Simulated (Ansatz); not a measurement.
Consider IrCl2 (1T sheet).

The cell holds 3 atoms: 1 Ir and 2 Cl. Its edges and angles: a = 3.624 Å, b = 3.624 Å, c = 30.112 Å, α = 90.0°, β = 90.0°, γ = 120.0°. Vacuum lies along c.

```xyz
3
Lattice="0.0000 2.5629 2.5629 2.5629 -2.5629 0.0000 17.3850 17.3850 -17.3850" Properties=species:S:1:pos:R:3
Ir    5.5298    5.5298   -5.5298
Cl    7.9128    5.3499   -5.3499
Cl    5.7097    5.7097   -3.1468
```

The structure was relaxed with LDA. The structure was generated from a model, not taken from a measurement. The runs that relaxed it are not among those shown. The program's search for lower electronic states was switched off, so nothing shows that the state found is the lowest. Spin-orbit coupling is left out unless a run names it. PAW set soft_2, made with PBE.

A constrained-RPA run (Ansatz 0.2.0; non-magnetic LDA; Ir d + anion p, bands v10 to c1, 6×6×1 mesh, medium accuracy) builds 11 functions on bands 9.7 eV wide, with 19.0 electrons in the window. The bare on-site interaction is 14.6 eV and the bare J 0.56 eV.

**Question.** What U and J survive the screening?

On the Ir d shell, U = 5.89 eV (40 % of the bare value), U′ = 5.03 eV, J = 0.41 eV.

The parent state is non-magnetic and the interaction static (zero frequency); U depends on the window and the orbitals, so it belongs to this model alone. Spin-orbit coupling, which is strong for atoms this heavy, is left out. A window that holds the anion p bands defines a model with explicit ligands; its U belongs to that model and is not the U of DFT+U.

[Paths, hosts, dates, memory and timing lines, banners, echoed tables and standing remarks are left out of the program output.]

[Logs are printed without paths, hosts, clocks, repeated set-up lines and the standing remarks that a program may print on its own settings, such as how far it seeks lower states.]

[Runs of the session that timed out or met a known fault of the program may be left out.]

[Hosts, paths, dates, database ids (printed as entryN), source tags and the programs' standing remarks are cut or masked in the printed files.]
